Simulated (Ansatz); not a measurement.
# 2H-CrOSe monolayer in a perpendicular field, part 2 of 3

What dipole does a perpendicular field induce in the 2H-CrOSe monolayer? A positive field points along +c.

Ansatz 0.2.0; plane-wave DFT, PBEsol-D3(BJ), Ansatz PAW (the session's first sound run).

So far. Step 2 (Relaxation): The lattice constant a goes from 2.927 to 2.871 Å.

### Step 3. Atoms held, field 0

A sawtooth potential applies the field, turning back in the middle of the vacuum. With the dipole correction the typed value is the field outside the slab. The induced dipole is small, so the SCF threshold is tight.

The cell differs from the one that the last finished run ended in (c 29.275 → 20.698 Å).

File input.yaml:

```yaml
crystal:
  lattice:
    - [2.8713405976, 0.0, 0.0]
    - [-1.4356702988, 2.4866539004, 0.0]
    - [0.0, 0.0, 20.6978850351]
  atoms:
    - { symbol: Se, position: [0.3333333333, 0.6666666667, 0.4348270359] }
    - { symbol: Cr, position: [0.0, 0.0, 0.5178034862] }
    - { symbol: O, position: [0.3333333333, 0.6666666667, 0.5651729641] }
kpoints:
  mp_grid: { grid: [18, 18, 1] }
  band_path:
    path: [[0, 0, 0], [0.5, 0, 0], [0.33333333, 0.33333333, 0], [0, 0, 0]]
    npoints: 16
hamiltonian:
  xc: pbesol
  dispersion: d3bj
scf:
  occupations: { method: fermi_dirac, width: 0.05 }
  convergence: { dr2_threshold: 1.0e-10 }
efield:
  axis: 3
  dipole_correction: true
  ramp_position: 0.97
  ramp_width: 0.06
  amplitude: 0
output:
  dos: { projected: true, e_range: [-6, 5] }
  bader: true
  write_potential: true
  write_density: true
  volumetric_format: npy
  elf: true
```

The run is started by

```
$ ansatz run input.yaml --threads 2 --pin off --max-ram 3072MiB --backend cpu --events-out ev --progress --plain --runs-dir out
```

The program printed:

```text
[...]
Crystal: 3 atoms, lattice volume = 147.784 Å³
Basis set: ecut = 420 eV, 2901 PW (Γ)
Bands: 22, of which v1, the nominal top of the filled ones, is band 18 counted from 1 (17 counted from 0)
Symmetry: 6 space group operations
[...]
k-points: 37 of 324 (time reversal used)
[...]
SCF iter   1: F=—  HF=-9335.149068 eV  |F-HF|=—  |Δ(HF+E_count)|=         —  Δρ=1.36e-2  dr2=5.77e-1  ethr=1.77e-3  p=-0.124 e·Å  D=-1.51e-1 V/Å  ΔV_dip=3.13 eV  dr2_dipole=8.99e-2  V_vac-E_F(+/−)=6.45/3.32 eV  ⟨swp⟩=9.2  Hψ=4712  notcnv=0
efield: sawtooth ramp at fractional position 0.9700 (set: `efield.ramp_position`, or a place that a band, a saddle search or an elastic batch's reference lends), width 0.0600; the density the first Hamiltonian is built on has a dipole p = -0.124 e·Å; the dipole correction subtracts the counter field D = -1.51e-1 V/Å, which shifts the + side's vacuum level by +3.13 eV against the − side's; the planar-averaged density in the ramp window peaks in size at 3.4e-5 e/Å³
[...]
SCF iter   2: F=—  HF=-9335.173859 eV  |F-HF|=—  |Δ(HF+E_count)|=   2.48e-2  Δρ=1.60e-2  dr2=8.75e-1  ethr=1.60e-3  p=-0.088 e·Å  D=-1.08e-1 V/Å  ΔV_dip=2.24 eV  dr2_dipole=1.15e-1  V_vac-E_F(+/−)=6.42/4.17 eV  ⟨swp⟩=2.5  Hψ=1543  notcnv=0
[...]
SCF iter  10: F=-9335.085951 eV  HF=-9335.085951 eV  |F-HF|=1.28e-9  |Δ(HF+E_count)|=   3.40e-8  Δρ=2.45e-7  dr2=7.52e-11  ethr=1.00e-12  p=-0.104 e·Å  D=-1.27e-1 V/Å  ΔV_dip=2.64 eV  dr2_dipole=7.98e-12  V_vac-E_F(+/−)=6.49/3.85 eV  ⟨swp⟩=2.9  Hψ=3528  notcnv=0
SCF 1 converged in 10 iterations: F = -9335.085951 eV  dr2 = 7.52e-11
[...]
NSCF: frozen V_eff on 49 k-points
efield: sawtooth ramp at fractional position 0.9700 (kept from the solve that this one continues, or follows in the run), width 0.0600; the density the first Hamiltonian is built on has a dipole p = -0.104 e·Å; the dipole correction subtracts the counter field D = -1.27e-1 V/Å, which shifts the + side's vacuum level by +2.64 eV against the − side's; the planar-averaged density in the ramp window peaks in size at 1.0e-5 e/Å³
[...]
SCF converged after 10 iterations
Free energy (F): -9335.085951 eV
[...]
Internal energy: -9335.073400 eV  (E = F + TS)
E sigma→0 (E₀):  -9335.079676 eV
Entropy (-TS):   -0.012552 eV (-4.184 meV/atom)
Fermi energy:    -0.319304 eV
Dipole field:    D = -0.127412 V/Å  (p = -0.104058 e·Å, saw-weighted, corrected)
Work function:   Φ+ = 6.4865 eV   Φ− = 3.8493 eV
Levels:          The Fermi level and band energies are counted from a zero that moves with the ramp; work functions are not
[...]
--- Band table (eV; the first three rows and the last of 37) ---
  k-point 0: bands = [... 14 lower, -4.5694, -1.7563, -1.7563, -0.1162, 1.3289, 1.3289, 2.8706, 2.9700]
  k-point 1: bands = [... 14 lower, -4.4904, -1.8460, -1.7924, -0.1640, 1.3012, 1.3457, 2.5737, 2.8814]
  k-point 2: bands = [... 14 lower, -4.3166, -2.1469, -1.8847, -0.3233, 1.2129, 1.3691, 1.7916, 2.6658]
  k-point 36: bands = [... 14 lower, -5.3080, -4.8946, -3.0266, -1.6046, -0.3631, 0.7493, 1.2995, 1.9642]
--- Bader charges: 3 sites ---
  site symbol  charge [e]  shift [e]
     0     Se     -0.3668     0.0012
     1     Cr      1.3045     0.0003
     2      O     -0.9378     0.0015
  estimated error of the sums over rays = 6.0e-4 e
```

It took 43 s on 2 threads of Arm Neoverse N1, shared host; peak memory 0.45 GiB; 84 s of CPU time.

This step gave:

```
energy at zero smearing        : -9335.0797 eV
work function, upper face      : 6.486 eV
work function, lower face      : 3.849 eV
dipole along the normal        : -0.1041 e·Å
step between the vacuum levels : 2.637 eV
```

Running mean over a fixed 2.7 Å (it still follows the layers) of the planar mean; the ramp of the sawtooth is left out. The electron's electrostatic potential energy less the Fermi level by z:

| z (Å) | electron's electrostatic potential energy less the Fermi level (eV) |
| --- | --- |
| 2.87 | 3.85 |
| 3.31 | 3.85 |
| 3.74 | 3.85 |
| 4.02 | 3.85 |
| 4.46 | 3.85 |
| 4.89 | 3.85 |
| 5.32 | 3.84 |
| 5.75 | 3.82 |
| 6.04 | 3.78 |
| 6.47 | 3.60 |
| 6.90 | 2.87 |
| 7.33 | 1.18 |
| 7.76 | -0.832 |
| 8.19 | -2.80 |
| 8.48 | -3.95 |
| 8.91 | -5.77 |
| 9.34 | -8.18 |
| 9.77 | -9.85 |
| 10.21 | -10.4 |
| 10.49 | -10.3 |
| 10.92 | -9.19 |
| 11.36 | -7.31 |
| 11.79 | -4.75 |
| 12.22 | -1.54 |
| 12.51 | 0.541 |
| 12.94 | 3.40 |
| 13.37 | 5.48 |
| 13.80 | 6.32 |
| 14.23 | 6.45 |
| 14.66 | 6.48 |
| 14.95 | 6.48 |
| 15.38 | 6.49 |
| 15.81 | 6.49 |
| 16.24 | 6.49 |
| 16.67 | 6.49 |
| 16.96 | 6.49 |
| 17.39 | 6.49 |
| 17.82 | 6.49 |

The density of states has structure finer than the step of the table below, so its rows give means over 0.25 eV. Peaks (eV: height): -5.260: 8.28, -4.810: 8.45, -4.700: 8.89, -1.010: 8.58, 0.310: 14.1, 1.660: 10.7, 1.750: 14.1.

The density of states by energy, zero at the Fermi level; means over each step:

| energy (eV) | density of states (states/eV a cell) |
| --- | --- |
| -5.75 | 1.81 |
| -5.50 | 1.01 |
| -5.25 | 3.83 |
| -5.00 | 3.11 |
| -4.75 | 6.01 |
| -4.50 | 1.98 |
| -4.25 | 0.870 |
| -4.00 | 1.08 |
| -3.75 | 1.50 |
| -3.50 | 0.588 |
| -3.25 | 2.89 |
| -3.00 | 1.94 |
| -2.75 | 3.05 |
| -2.50 | 0.857 |
| -2.25 | 0.946 |
| -2.00 | 1.58 |
| -1.75 | 1.79 |
| -1.50 | 0.633 |
| -1.25 | 0.969 |
| -1.00 | 4.74 |
| -0.75 | 0.819 |
| -0.50 | 0.518 |
| -0.25 | 0.425 |
| 0.00 | 1.40 |
| 0.25 | 4.85 |
| 0.50 | 1.07 |
| 0.75 | 4.29 |
| 1.00 | 2.01 |
| 1.25 | 0.954 |
| 1.50 | 1.33 |
| 1.75 | 8.13 |

Projected DOS per atom over height of the atomic layer and energy from the Fermi level. Layers: Se Cr O from below.

Ten even steps from '_' (0.01 states/eV) to '@' (3.51 states/eV), each cell a mean:
```
..@@--
__::__
..::__
..##__
..**__
__--__
______
__..__
__##..
__..__
..--__
....__
....__
::....
--....
..____
..____
..__..
..--@@
::::==
......
....::
```
Columns: height of the atomic layer (Å) from 9 to 11.7 (not evenly spaced); rows upwards: energy from the Fermi level (eV) from -5.96 to 1.96.

Electronic bands along the path, in eV, zero at the Fermi level:

| point | band 15 | band 16 | band 17 | band 18 | band 19 | band 20 | band 21 | band 22 |
| --- | --- | --- | --- | --- | --- | --- | --- | --- |
| Γ | -4.25 | -1.44 | -1.44 | 0.20 | 1.65 | 1.65 | 3.19 | 3.29 |
| halfway | -3.96 | -3.39 | -1.79 | -0.80 | 0.50 | 1.36 | 1.73 | 2.63 |
| M | -4.78 | -3.08 | -1.69 | -0.98 | 0.28 | 0.63 | 1.81 | 2.61 |
| halfway | -4.68 | -3.80 | -2.82 | -0.97 | 0.09 | 0.91 | 1.80 | 2.00 |
| K | -4.99 | -4.58 | -2.71 | -1.29 | -0.04 | 1.07 | 1.62 | 2.28 |
| halfway | -4.03 | -3.26 | -2.61 | -0.86 | 0.36 | 0.97 | 1.66 | 2.27 |
| Γ | -4.25 | -1.44 | -1.44 | 0.20 | 1.65 | 1.65 | 3.19 | 3.29 |

Valence density in the ca plane at fractional y = 0.667, with atoms of Se and O within 0.2 Å of it. It is the smooth field of the valence electrons, not physical close to the nuclei.

Ten steps, logarithmic in the rise over the least value, from '0' (0 e/Å³) to '9' (30 e/Å³), each cell a mean:
```
00000000000000011111221100000000000000000000
00000000000000011111221100000000000000000000
00000000000000122211122211000000000000000000
00000000000001356421123442000000000000000000
00000000000002489731125664100000000000000000
00000000000002489731125664100000000000000000
00000000000001356421123542000000000000000000
00000000000000122221112221000000000000000000
```
Columns run along c (16.0 Å, from fractional 0.15 to 0.93 of the cell), rows up along a (2.9 Å). Atoms in or near the plane, at fractional coordinates: Se at (0.43, 0.33), O at (0.57, 0.33).

Electrostatic potential energy in the ca plane at fractional y = 0.667, with atoms of Se and O within 0.2 Å of it. With pseudopotentials it is smooth inside the atoms' cores, unlike the true potential.

Ten even steps from '0' (-23 eV) to '9' (6 eV), each cell a mean:
```
99999999999998877765215789999999999999999999
99999999999998877765214789999999999999999999
99999999999988632466446789999999999999999999
99999999999986211036664127999999999999999999
99999999999985145216760003999999999999999999
99999999999985145315760003999999999999999999
99999999999986212026763017999999999999999999
99999999999988521356556789999999999999999999
```
Columns run along c (16.0 Å, from fractional 0.15 to 0.93 of the cell; values clipped at the 3rd and 97th percentile), rows up along a (2.9 Å). Atoms in or near the plane, at fractional coordinates: Se at (0.43, 0.33), O at (0.57, 0.33).

ELF in the ca plane at fractional y = 0.667, with atoms of Se and O within 0.2 Å of it. It is the smooth field of the valence electrons, not physical close to the nuclei.

Ten even steps from '0' (0.00) to '9' (0.88), each cell a mean:
```
00000000000012344421121110000000000000000000
00000000000011234421221110000000000000000000
00000000000246777762113564200000000000000000
00000000002589986774137898630000000000000000
00000000013799952574258579841000000000000000
00000000014799952574258579841000000000000000
00000000002589986774138898631000000000000000
00000000000257887763113665310000000000000000
```
Columns run along c (16.0 Å, from fractional 0.15 to 0.93 of the cell), rows up along a (2.9 Å). Atoms in or near the plane, at fractional coordinates: Se at (0.43, 0.33), O at (0.57, 0.33).

The work function of the upper face is 6.49 eV.

### Step 4. Single point, field 0.03 V/Å

input.yaml, as its differences from that of step 3:

```diff
@@ -25,6 +25,4 @@
   ramp_width: 0.06
-  amplitude: 0
+  amplitude: 0.03
 output:
-  dos: { projected: true, e_range: [-6, 5] }
-  bader: true
   write_potential: true
@@ -32,2 +30 @@
   volumetric_format: npy
-  elf: true
```

The program printed:

```text
[...]
Crystal: 3 atoms, lattice volume = 147.784 Å³
Basis set: ecut = 420 eV, 2901 PW (Γ)
Bands: 22, of which v1, the nominal top of the filled ones, is band 18 counted from 1 (17 counted from 0)
Symmetry: 6 space group operations
[...]
k-points: 37 of 324 (time reversal used)
[...]
--- Band table (eV; the first three rows and the last of 37) ---
  k-point 0: bands = [... 14 lower, -4.5784, -1.7641, -1.7641, -0.1220, 1.3220, 1.3220, 2.8064, 2.9609]
  k-point 1: bands = [... 14 lower, -4.4994, -1.8538, -1.8003, -0.1700, 1.2943, 1.3387, 2.5620, 2.8722]
  k-point 2: bands = [... 14 lower, -4.3256, -2.1550, -1.8926, -0.3295, 1.2057, 1.3621, 1.7827, 2.6568]
  k-point 36: bands = [... 14 lower, -5.3152, -4.9002, -3.0343, -1.6126, -0.3709, 0.7409, 1.2919, 1.9553]
[key lines of the parts left out:]
SCF converged after 14 iterations
Free energy (F): -9335.082910 eV
Fermi energy:    -0.326734 eV
Dipole field:    D = -0.120892 V/Å  (p = -0.098733 e·Å, saw-weighted, corrected)
```

Elapsed: 29 s, on 2 threads; peak memory 0.43 GiB.

The dipole is -0.0987 e·Å, 0.00533 e·Å from its value without field.

### Step 5. Atoms held, field -0.03 V/Å

input.yaml, as its differences from that of step 4:

```diff
@@ -25,3 +25,3 @@
   ramp_width: 0.06
-  amplitude: 0.03
+  amplitude: -0.03
 output:
```

The program printed:

```text
[...]
Crystal: 3 atoms, lattice volume = 147.784 Å³
Basis set: ecut = 420 eV, 2901 PW (Γ)
Bands: 22, of which v1, the nominal top of the filled ones, is band 18 counted from 1 (17 counted from 0)
Symmetry: 6 space group operations
[...]
k-points: 37 of 324 (time reversal used)
[...]
--- Band table (eV; the first three rows and the last of 37) ---
  k-point 0: bands = [... 14 lower, -4.5604, -1.7486, -1.7486, -0.1104, 1.3359, 1.3359, 2.9324, 2.9791]
  k-point 1: bands = [... 14 lower, -4.4814, -1.8382, -1.7847, -0.1581, 1.3080, 1.3526, 2.5846, 2.8904]
  k-point 2: bands = [... 14 lower, -4.3076, -2.1389, -1.8769, -0.3172, 1.2200, 1.3761, 1.8005, 2.6748]
  k-point 36: bands = [... 14 lower, -5.3009, -4.8891, -3.0190, -1.5967, -0.3555, 0.7577, 1.3071, 1.9731]
[key lines of the parts left out:]
SCF converged after 14 iterations
Free energy (F): -9335.089153 eV
Fermi energy:    -0.311948 eV
Dipole field:    D = -0.133924 V/Å  (p = -0.109376 e·Å, saw-weighted, corrected)
```

It took 29 s on 2 threads; peak memory 0.43 GiB.

The dipole is -0.109 e·Å, -0.00532 e·Å from its value without field.

### Step 6. Atoms held, field 0.15 V/Å

input.yaml, as its differences from that of step 5:

```diff
@@ -25,3 +25,3 @@
   ramp_width: 0.06
-  amplitude: -0.03
+  amplitude: 0.15
 output:
```

The program printed:

```text
[...]
Crystal: 3 atoms, lattice volume = 147.784 Å³
Basis set: ecut = 420 eV, 2901 PW (Γ)
Bands: 22, of which v1, the nominal top of the filled ones, is band 18 counted from 1 (17 counted from 0)
Symmetry: 6 space group operations
[...]
k-points: 37 of 324 (time reversal used)
[...]
--- Band table (eV; the first three rows and the last of 37) ---
  k-point 0: bands = [... 14 lower, -4.6152, -1.7959, -1.7959, -0.1460, 1.2934, 1.2934, 2.5216, 2.9238]
  k-point 1: bands = [... 14 lower, -4.5361, -1.8858, -1.8321, -0.1943, 1.2661, 1.3101, 2.4920, 2.6496]
  k-point 2: bands = [... 14 lower, -4.3621, -2.1877, -1.9247, -0.3549, 1.1763, 1.3333, 1.7461, 2.6200]
  k-point 36: bands = [... 14 lower, -5.3447, -4.9231, -3.0655, -1.6450, -0.4024, 0.7067, 1.2607, 1.9191]
[key lines of the parts left out:]
SCF converged after 15 iterations
Free energy (F): -9335.072340 eV
Fermi energy:    -0.357070 eV
Dipole field:    D = -0.094792 V/Å  (p = -0.077417 e·Å, saw-weighted, corrected)
```

The job ended after 30 s (2 threads; peak memory 0.43 GiB).

The dipole is -0.0774 e·Å, 0.0266 e·Å from its value without field.

### Step 7. Atoms held, field 0.25 V/Å

input.yaml, as its differences from that of step 6:

```diff
@@ -25,3 +25,3 @@
   ramp_width: 0.06
-  amplitude: 0.15
+  amplitude: 0.25
 output:
```

The program printed:

```text
[...]
Crystal: 3 atoms, lattice volume = 147.784 Å³
Basis set: ecut = 420 eV, 2901 PW (Γ)
Bands: 22, of which v1, the nominal top of the filled ones, is band 18 counted from 1 (17 counted from 0)
Symmetry: 6 space group operations
[...]
k-points: 37 of 324 (time reversal used)
[...]
--- Band table (eV; the first three rows and the last of 37) ---
  k-point 0: bands = [... 14 lower, -4.6465, -1.8231, -1.8231, -0.1668, 1.2689, 1.2689, 2.2378, 2.8922]
  k-point 1: bands = [... 14 lower, -4.5673, -1.9132, -1.8594, -0.2155, 1.2418, 1.2856, 2.2936, 2.5297]
  k-point 2: bands = [... 14 lower, -4.3933, -2.2157, -1.9522, -0.3769, 1.1508, 1.3086, 1.7143, 2.5509]
  k-point 36: bands = [... 14 lower, -5.3701, -4.9429, -3.0922, -1.6728, -0.4294, 0.6774, 1.2339, 1.8882]
[key lines of the parts left out:]
SCF converged after 16 iterations
Free energy (F): -9335.065488 eV
Fermi energy:    -0.383141 eV
Dipole field:    D = -0.072995 V/Å  (p = -0.059616 e·Å, saw-weighted, corrected)
```

Wall time 30 s (2 threads); peak memory 0.43 GiB.

The dipole is -0.0596 e·Å, 0.0444 e·Å from its value without field.

### Step 8. Single point, field -0.25 V/Å

input.yaml, as its differences from that of step 7:

```diff
@@ -25,4 +25,6 @@
   ramp_width: 0.06
-  amplitude: 0.25
+  amplitude: -0.25
 output:
+  dos: { projected: true, e_range: [-6, 5] }
+  bader: true
   write_potential: true
@@ -30 +32,2 @@
   volumetric_format: npy
+  elf: true
```

The program printed:

```text
[...]
Crystal: 3 atoms, lattice volume = 147.784 Å³
Basis set: ecut = 420 eV, 2901 PW (Γ)
Bands: 22, of which v1, the nominal top of the filled ones, is band 18 counted from 1 (17 counted from 0)
Symmetry: 6 space group operations
[...]
k-points: 37 of 324 (time reversal used)
[...]
k-point 2: bands = [... 14 lower, -4.2437, -2.0822, -1.8212, -0.2741, 1.2700, 1.4256, 1.8633, 2.7391]
  k-point 36: bands = [... 14 lower, -5.2505, -4.8504, -2.9646, -1.5404, -0.3009, 0.8172, 1.3610, 2.0363]
--- Bader charges: 3 sites ---
  site symbol  charge [e]  shift [e]
     0     Se     -0.3569     0.0012
     1     Cr      1.3030     0.0003
     2      O     -0.9461     0.0015
  estimated error of the sums over rays = 6.1e-4 e
[key lines of the parts left out:]
SCF converged after 14 iterations
Free energy (F): -9335.117502 eV
Fermi energy:    -0.259877 eV
Dipole field:    D = -0.181622 V/Å  (p = -0.148331 e·Å, saw-weighted, corrected)
```

It took 46 s on 2 threads; peak memory 0.44 GiB.

The dipole is -0.148 e·Å, -0.0443 e·Å from its value without field.

### Step 9. Response, atoms held

This step: plane-wave DFT, PBEsol-D3(BJ), Ansatz PAW; response to a field along the normal, atoms held (Ansatz 0.2.0).

The dipoles give the slope, and the difference of two potentials shows where the field is screened.

Numbers from this step:

```yaml
equivalent_conductor_thickness_p_eps_0ae: 4.496 Å
distance_between_the_outer_atoms: 2.698 Å
```

Table of dipole of the cell by applied field:

| applied field (V/Å) | dipole of the cell (e·Å) |
| --- | --- |
| -0.250 | -0.148 |
| -0.030 | -0.109 |
| 0.000 | -0.104 |
| 0.030 | -0.0987 |
| 0.150 | -0.0774 |
| 0.250 | -0.0596 |

Local field over the applied field, running mean. From the potentials at -0.03 and 0.03 V/Å; running mean over 2.5 Å. The local field over applied field by z:

| z (Å) | local field over applied field |
| --- | --- |
| 4.5 | 0.999 |
| 5.0 | 0.995 |
| 5.5 | 0.986 |
| 6.0 | 0.959 |
| 6.5 | 0.891 |
| 7.0 | 0.763 |
| 7.5 | 0.593 |
| 8.0 | 0.412 |
| 8.5 | 0.235 |
| 9.0 | 0.105 |
| 9.5 | 0.0491 |
| 10.0 | 0.0300 |
| 10.5 | 0.0483 |
| 11.0 | 0.116 |
| 11.5 | 0.241 |
| 12.0 | 0.401 |
| 12.5 | 0.586 |
| 13.0 | 0.756 |
| 13.5 | 0.893 |
| 14.0 | 0.964 |
| 14.5 | 0.990 |
| 15.0 | 0.997 |
| 15.5 | 0.999 |
| 16.0 | 1.000 |
| 16.5 | 1.000 |

Electrons, planar mean, per unit field. The induced electron density by z:

| z (Å) | induced electron density (e/Å³ per V/Å) |
| --- | --- |
| 4.5 | 5.5e-6 |
| 5.0 | 1.8e-5 |
| 5.5 | 6.0e-5 |
| 6.0 | 1.9e-4 |
| 6.5 | 5.5e-4 |
| 7.0 | 0.00145 |
| 7.5 | 0.00303 |
| 8.0 | 0.00360 |
| 8.5 | 0.00122 |
| 9.0 | 8.4e-4 |
| 9.5 | 5.3e-4 |
| 10.0 | -0.00121 |
| 10.5 | 2.9e-4 |
| 11.0 | -3.4e-5 |
| 11.5 | -0.00204 |
| 12.0 | -0.00293 |
| 12.5 | -0.00369 |
| 13.0 | -0.00157 |
| 13.5 | -4.8e-4 |
| 14.0 | -1.4e-4 |
| 14.5 | -3.6e-5 |
| 15.0 | -9.4e-6 |
| 15.5 | -2.5e-6 |
| 16.0 | -5.9e-7 |
| 16.5 | -1.2e-7 |

By hand: between -0.03 and 0.03 V/Å the dipole changes by 0.01064 e·Å, a slope of 0.1774 e·Å²/V. A perfect conductor of thickness t has p = ε₀AEt, so t = 180.95 × 0.1774 / 7.140 = 4.50 Å (e/ε₀ = 180.95 V·Å, A in Å²).

The induced dipole is that of a conductor 4.50 Å thick.

(Part 2 of 3 ends here.)

[Long decimals in the printed logs are rounded to 6 places.]

[Logs are printed without paths, hosts, clocks, repeated set-up lines and the standing remarks that a program may print on its own settings, such as how far it seeks lower states.]

[Hosts, paths, dates, database ids (printed as entryN), source tags and the programs' standing remarks are cut or masked in the printed files.]

[Maps of the electrostatic potential energy from Ansatz leave out the sawtooth potential of an applied field or a dipole correction, so their vacuum need not be flat; planar profiles and work functions include it.]

[The density of states shown here was stored with 400 of the rows of the run's finer table, so its peaks can read low, often by over a quarter, or be missed, and its means over a window can be off by a tenth or more.]
